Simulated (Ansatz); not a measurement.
# InSe: the cost of one run

Method: DFT PBEsol+D3(BJ), scalar-relativistic, plane waves, PAW, in Ansatz 0.2.0.

A COD entry behind a cell of this session may itself be a prediction, so a difference from it is no test against experiment.

### 1 The system as given

It takes space group R3m (No. 160, trigonal). The conventional cell has a = 4.000 Å, b = 4.000 Å, c = 24.950 Å, α = 90.00°, β = 90.00°, γ = 120.00°. In (site symmetry 3m) has 3 Se at 2.64 Å and 1 In at 2.80 Å in its first shell of neighbours. Around Se (site symmetry 3m) lie 3 In at 2.64 Å.

Structure file:

```cif
data_structure
_symmetry_space_group_name_H-M 'P 1'
_symmetry_Int_Tables_number 1
_cell_length_a 8.6314
_cell_length_b 8.6314
_cell_length_c 8.6314
_cell_angle_alpha 26.796
_cell_angle_beta 26.796
_cell_angle_gamma 26.796
_cell_volume 115.24
loop_
_atom_site_label
_atom_site_type_symbol
_atom_site_fract_x
_atom_site_fract_y
_atom_site_fract_z
_atom_site_occupancy
In1 In 0.00000 0.00000 0.00000 1
In2 In 0.11220 0.11220 0.11220 1
Se1 Se 0.61550 0.61550 0.61550 1
Se2 Se 0.83000 0.83000 0.83000 1
```

The cell is taken as given, not relaxed at this level.

### 2 Zero of energy

The reference gives a free energy of -21902.3313 eV, pressure -1.41 GPa, largest force 0.145 eV/Å and gap on the mesh 0.30 eV. It was computed beforehand with the settings of the runs below.

### 3 Setting up random displacements

All atoms are moved at random with no net shift, in some cells together with a random strain.

### 4 Point rms move = 0.040 Å

input.yaml reads:

```yaml
crystal:
  lattice:
    - [2.0483934114, 1.0221143922, 8.231532663]
    - [-1.9438785306, 1.0522708986, 8.2022118588]
    - [0.078373741, -2.3671281309, 8.2575171651]
  atoms:
    - { symbol: In, position: [-0.0037944656, -0.0036382207, 0.0060618125] }
    - { symbol: In, position: [0.1121145136, 0.1046260633, 0.1195464399] }
    - { symbol: Se, position: [0.6164754096, 0.6317553246, 0.5987187863] }
    - { symbol: Se, position: [0.8329045423, 0.8249568328, 0.8333729613] }
basis:
  ecutwfc: 420
kpoints:
  mp_grid: { grid: [12, 12, 12] }
hamiltonian:
  xc: pbesol
  dispersion: d3bj
scf:
  occupations: { method: gaussian, width: 0.03 }
output:
  forces: true
  stress: true
  eigenvalues: true
```

Run with:

```bash
$ ansatz run input.yaml --threads 1 --pin off --max-ram 2560MiB --backend cpu --events-out ev --progress --plain --runs-dir out
```

**Question.** How long does this run take on 1 thread of Arm Neoverse V1, shared host, and how much memory does it need?

About 4.8 min, with a peak of 2.2 GiB.
